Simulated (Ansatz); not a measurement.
**Sensitivity of the G0W0 gap of AlN (honeycomb monolayer)**

Aim: change settings of a G0W0 run on AlN (honeycomb monolayer) and see what moves.

Program: Ansatz 0.2.0. Level of theory: G0W0 on PBE, plane waves, PAW; PAW set soft_1. Results are calculated unless marked as measured.

## Step 1: The structure

The cell holds 2 atoms: 1 Al and 1 N. Its edges and angles: a = 3.126 Å, b = 3.126 Å, c = 23.200 Å, α = 90.0°, β = 90.0°, γ = 120.0°. Vacuum lies along c.

The structure was relaxed with PBE. The runs that relaxed it are not among those shown. The Coulomb interaction is cut off across the vacuum.

## Step 2: The base run: 6×6×1 mesh, 176 empty bands, screening to 54 eV, PAW set soft_1 files

Now the one-shot GW correction: screening in the RPA, then the self-energy of the levels asked for. This step takes PAW set soft_1 files.

Input file input.yaml:

```yaml
crystal:
  lattice:
    - [3.1264613863, 0.0, 0.0]
    - [-1.5632306931, 2.7075949845, 0.0]
    - [0.0, 0.0, 23.2]
  atoms:
    - { symbol: Al, position: [0.3333333333, 0.6666666667, 0.5000000517] }
    - { symbol: "N", position: [0.6666666667, 0.3333333333, 0.4999999483] }
  periodic: [true, true, false]
kpoints:
  mp_grid: { grid: [6, 6, 1] }
hamiltonian:
  xc: pbe
  pseudopotentials: { kind: paw, azcp: { folder: soft_1 } }
scf:
  occupations: { method: fixed }
gw:
  n_empty_bands: 176
  ecut_chi: 54.0
  qp_bands: [v2, c2]
  qp_kpoints: band_edges
  screening: { model: contour_deformation }
```

Started as:

```console
$ ansatz run input.yaml --threads 4 --pin off --max-ram 17510MiB --backend cpu --events-out ev --progress --plain --runs-dir out
```

Numbers of over 12 decimals in the logs are rounded to 6 here.

Log:

```text
Warning: the atoms were moved onto the symmetric positions of the space group found under crystal.symmetry.tolerance 1.0e-5 (fractional; no operation is sought that the atoms, as they stand in a round, miss by more than twice it, and no atom is moved by as much as it), and the run uses the moved positions. Before a round's move an operation carried an atom to 2.40e-6 Å from where it should land, the largest such dist [...]
Engine: ansatz 0.2.0, aarch64-unknown-linux-gnu
Pseudopotentials: kind: paw
Pseudopotential: Al, paw, valence charge 3, recommended cutoff 420 eV (normal), soft_1/Al.paw.azcp
Pseudopotential: N, paw, valence charge 5, recommended cutoff 420 eV (normal), soft_1/N.paw.azcp
Functional definition: PBE
  parameter kappa = 0.804
  parameter beta = 0.066725
  exchange = pbe_x(kappa = kappa, mu = beta*pi^2/3)
  correlation = pbe_c(beta = beta)
Crystal: 2 atoms, lattice volume = 196.392 Å³
Basis set: ecut = 420 eV, 3809 PW (Γ)
Bands: 8, of which v1, the nominal top of the filled ones, is band 4 counted from 1 (3 counted from 0)
Symmetry: 12 space group operations
Space group: P-6m2 (ITA 187), of the structure as read, at distance tolerance 5.8e-5 Å
k-points: 7 of 36 (time reversal used)
Non-local potential: Al, projectors of the file, l = 0: 2, l = 1: 2, l = 2: 1
Non-local potential: N, projectors of the file, l = 0: 2, l = 1: 2, l = 2: 1
PAW form: soft (Blöchl's): semilocal exchange-correlation on the pseudo side does not see the compensation charge
PAW one-centre angular grid: Al, 110 points (default); XC on 64 Gauss nodes
PAW one-centre angular grid: N, 110 points (default); XC on 64 Gauss nodes
Initial density: superposition of atomic densities (neutral atoms: chi_scale 0, normalization atom)
Initial wavefunctions: pseudopotential atomic-orbital guess
Functional: x = pbe(κ = 0.804, μ = 0.219515), c = pbe(β = 0.066725)
SCF iter   1: F=—  HF=-927.117952 eV  |F-HF|=—  |Δ(HF+E_count)|=         —  Δρ=6.85e-2  dr2=1.28e1  ethr=3.10e-3  ⟨swp⟩=6.3  Hψ=454  notcnv=0  defer=14
preconditioner: auto → none  [insulator: Δε(μ)=6.060 eV  Ē_g=15.210 eV  n_scr=10 (ndim 8)  ℏωp=7.5 eV  f_vac=0.744  ε∞_Penn≈1.2]
SCF iter   2: F=—  HF=-924.217790 eV  |F-HF|=—  |Δ(HF+E_count)|=    2.90e0  Δρ=4.83e-2  dr2=3.55e0  ethr=3.10e-3  ⟨swp⟩=5.3  Hψ=251  notcnv=0  defer=14
SCF iter   3: F=—  HF=-923.280515 eV  |F-HF|=—  |Δ(HF+E_count)|=   9.37e-1  Δρ=1.06e-2  dr2=1.63e-1  ethr=3.10e-3  ⟨swp⟩=3.7  Hψ=175  notcnv=0  defer=13
SCF iter   4: F=—  HF=-923.250013 eV  |F-HF|=—  |Δ(HF+E_count)|=   3.05e-2  Δρ=3.09e-3  dr2=3.32e-2  ethr=2.04e-3  ⟨swp⟩=3.4  Hψ=121  notcnv=0  defer=14
SCF iter   5: F=—  HF=-923.240768 eV  |F-HF|=—  |Δ(HF+E_count)|=   9.25e-3  Δρ=1.16e-3  dr2=4.60e-3  ethr=4.15e-4  ⟨swp⟩=2.4  Hψ=114  notcnv=0  defer=14
[...]
SCF 1 converged in 8 iterations: F = -923.239321 eV  dr2 = 1.62e-8
[...]
NSCF: frozen V_eff on 7 k-points
G₀W₀ screening: q 1/7
[... further progress lines ...]
SCF converged after 8 iterations
Free energy (F): -923.239321 eV
Harris-Foulkes:  -923.239321 eV  (|F-HF|=5.42e-9)
Internal energy: -923.239321 eV  (E = F + TS)
E sigma→0 (E₀):  -923.239321 eV
Fermi energy:    -5.316670 eV
--- Per-component energies (eV) ---
  E_band       = -80.271840
  E_kinetic    = 153.006398
  E_local      = -3797.052273  (includes V_loc(G=0)·N_el)
  E_nonlocal   = 45.114379
  E_hartree    = 1823.631084
  E_xc         = -97.290053
  E_vxc        = -104.497709  (∫ρ·V_xc dr)
  E_paw        = -597.889406  (= ΣΔE_a)
  E_vpaw       = -24.109867  (= ΣTr[D̂ρ^β])
  E_aug_tail   = 0.000868  (compensation charges beyond the density's cutoff)
  E_ewald      = 1547.239682
  E_smearing   = -0.000000  (= −TS)
  E_closure    = -0.000000  (closes the sum)
  Σ components = -923.239321   (vs F -923.239321, Δ=0.00e0)
--- Band table (eV; the first three rows and the last of 7) ---
  k-point 0: bands = ["-18.9865", "-7.5677", "-6.0296", "-6.0296", "-2.4120", "-0.4454 (-0.4513°)", "0.1764", "0.6966"]
  k-point 1: bands = ["-18.7000", "-7.2929", "-7.1969", "-6.2317", "-1.5537", "-0.0202 (-0.0229°)", "0.8012", "1.1737"]
  k-point 2: bands = ["-18.0247", "-9.2360", "-6.5963", "-6.2598", "0.0006", "0.4682 (0.4683°)", "2.3127", "2.4462"]
  k-point 6: bands = ["-17.4179", "-9.1429", "-8.9131", "-5.3167", "0.7142", "2.7684", "2.9803", "3.8259"]
  ° read free of the cell's end (the report's vacuum.weakly_bound_levels)
--- G₀W₀: contour deformation, 6 samples at zero and on the imaginary axis and 3 off it, 36 q-points, 176 empty bands' worth ---
  eigenvalues of the whole cell's RPA ε∞ on this k-mesh (on a slab, of 1 + 4πα/V) = 1.1066, 1.4731, 1.4731; static W/v taken at q = 0 is 0.790945
  gw.qp_kpoints: band_edges: 7 of 7 stored k-points solved, in 1 pass; an edge of the gap read off the rows below is read off those points alone
    ik  band        ε_KS         Σx   Σc(E_QP)       V_xc       Z   E_QP_lin       E_QP  E_QP is
     0     3     -6.0296   -22.1244     3.2954   -17.8002  0.7722    -7.0771    -7.0583  root
     0     4     -6.0296   -22.1244     3.2954   -17.8002  0.7722    -7.0771    -7.0583  root
     0     5     -2.4120    -4.3267    -2.2696    -7.6041  0.8532    -1.3915    -1.4041  root
     0     6     -0.4454    -1.6764    -1.0543    -3.3456  0.9054     0.1732     0.1695  root
     1     3     -7.1969   -17.2770     2.9631   -12.7860  0.7576    -8.7890    -8.7247  root
     1     4     -6.2317   -22.0592     3.3286   -17.6554  0.7706    -7.3280    -7.3068  root
     1     5     -1.5537    -4.1347    -2.1562    -7.3213  0.8516    -0.5092    -0.5233  root
     1     6     -0.0202    -2.2545    -1.2824    -4.2989  0.8886     0.7489     0.7418  root
[...]
6     3     -8.9131   -20.3370     3.8236   -15.0780  0.7371   -10.4173   -10.3485  root
     6     4     -5.3167   -19.5489     2.7534   -15.6268  0.7713    -6.5109    -6.4854  root
     6     5      0.7142    -3.9205    -3.2046    -8.3349  0.8158     1.9515     1.9240  root
     6     6      2.7684    -5.2378    -3.6060   -10.2377  0.7668     4.2355     4.1623  root
```

It took 20 s on 4 threads of Arm Neoverse V1, shared host; peak memory 1 GiB; 74 s of CPU time.

Numbers from this step:

```yaml
bands_summed: 180
plane_waves_in_the_screening_matrix: 153
q_points_in_the_mesh: 36
g0w0_gap_on_the_mesh: 5.081 eV
k_of_the_valence_top: 0.3333, 0.3333, 0
k_of_the_conduction_bottom: 0, 0, 0
starting_gap_on_the_mesh: 2.905 eV
z_at_the_valence_top: 0.7713
z_at_the_conduction_bottom: 0.8532
least_direct_g0w0_gap_on_the_computed_points: 5.654 eV
```

The gap on the mesh goes from 2.90 eV to 5.08 eV, a correction of +2.18 eV. Between the two edge states, bare exchange in place of the xc potential would open the gap by 7.20 eV, and correlation takes back 5.02 eV.

## Step 3: Variant: frequency model

input.yaml: that of step 2 with these lines changed.

```diff
@@ -21,2 +21,2 @@
   qp_kpoints: band_edges
-  screening: { model: contour_deformation }
+  screening: { model: godby_needs }
```

Log:

```text
[...]
Crystal: 2 atoms, lattice volume = 196.392 Å³
Basis set: ecut = 420 eV, 3809 PW (Γ)
Bands: 8, of which v1, the nominal top of the filled ones, is band 4 counted from 1 (3 counted from 0)
[... 1 set-up line as in the run before ...]
[...]
k-points: 7 of 36 (time reversal used)
[...]
SCF iter   1: F=—  HF=-927.117952 eV  |F-HF|=—  |Δ(HF+E_count)|=         —  Δρ=6.85e-2  dr2=1.28e1  ethr=3.10e-3  ⟨swp⟩=6.3  Hψ=454  notcnv=0  defer=14
[...]
SCF iter   8: F=-923.239321 eV  HF=-923.239321 eV  |F-HF|=5.42e-9  |Δ(HF+E_count)|=   3.07e-6  Δρ=3.90e-6  dr2=1.62e-8  ethr=1.25e-9  ⟨swp⟩=10.0  Hψ=550  notcnv=0
SCF 1 converged in 8 iterations: F = -923.239321 eV  dr2 = 1.62e-8
[...]
NSCF: frozen V_eff on 7 k-points
G₀W₀ screening: q 1/7
[... further progress lines ...]
SCF converged after 8 iterations
Free energy (F): -923.239321 eV
[...]
Internal energy: -923.239321 eV  (E = F + TS)
E sigma→0 (E₀):  -923.239321 eV
Fermi energy:    -5.316670 eV
[...]
--- Band table (eV; the first three rows and the last of 7) ---
[...]
° read free of the cell's end (the report's vacuum.weakly_bound_levels)
--- G₀W₀: ω_p = 25.7536 eV, 36 q-points, 176 empty bands' worth ---
[...]
GN-PPA: 237366/1113921 pairs with Re ω̃² < 0 across q-mesh
[...]
0     3     -6.0296   -22.1244     3.2863   -17.8002  0.7930    -7.0772    -7.0676  root
     0     4     -6.0296   -22.1244     3.2863   -17.8002  0.7930    -7.0772    -7.0676  root
     0     5     -2.4120    -4.3267    -2.2749    -7.6041  0.8684    -1.4029    -1.4094  root
     0     6     -0.4454    -1.6764    -1.0445    -3.3456  0.9213     0.1810     0.1793  root
     1     3     -7.1969   -17.2770     2.8018   -12.7860  0.7958    -8.9164    -8.8860  root
     1     4     -6.2317   -22.0592     3.3124   -17.6554  0.7924    -7.3339    -7.3231  root
     1     5     -1.5537    -4.1347    -2.1498    -7.3213  0.8689    -0.5098    -0.5170  root
     1     6     -0.0202    -2.2545    -1.2632    -4.2989  0.9071     0.7641     0.7611  root
[...]
6     3     -8.9131   -20.3370     3.6573   -15.0780  0.7821   -10.5523   -10.5148  root
     6     4     -5.3167   -19.5489     2.7071   -15.6268  0.7958    -6.5447    -6.5317  root
     6     5      0.7142    -3.9205    -3.1649    -8.3349  0.8435     1.9769     1.9637  root
     6     6      2.7684    -5.2378    -3.3949   -10.2377  0.8233     4.4012     4.3734  root
```

Run time: 21 s. Hardware: 4 threads; peak memory 1 GiB; 80 s of CPU time.

The G0W0 gap on the mesh is 5.122 eV.

Against the base:

```csv
setting,base,variant
frequency model,contour deformation,plasmon pole
```

```csv
quantity,variant,base
starting gap on the mesh,2.905,2.905
G0W0 gap on the mesh,5.122,5.081
least direct G0W0 gap on the computed points,5.658,5.654
Z at the valence top,0.796,0.771
Z at the conduction bottom,0.868,0.853
```

## Step 4: Outcome

```
base            : 5.08 eV, 20 s
frequency model : 5.12 eV, 21 s
```

What this shows: Frequency model: the gap moves by +0.04 eV. All runs here use a coarse mesh and modest cutoffs; they test settings and are not final values. The mesh in the plane is coarse for a sheet; gap and any exciton binding can still move on denser ones.

[Paths, hosts, dates, memory and timing lines, banners, echoed tables and standing remarks are left out of the program output.]

[Logs are printed without paths, hosts, clocks, repeated set-up lines and the standing remarks that a program may print on its own settings, such as how far it seeks lower states.]

[Runs of the session that timed out or met a known fault of the program may be left out.]

[Cells called generated may have been cut or substituted from an entry of the Crystallography Open Database or the Materials Project.]

[Hosts, paths, dates, database ids (printed as entryN), source tags and the programs' standing remarks are cut or masked in the printed files.]
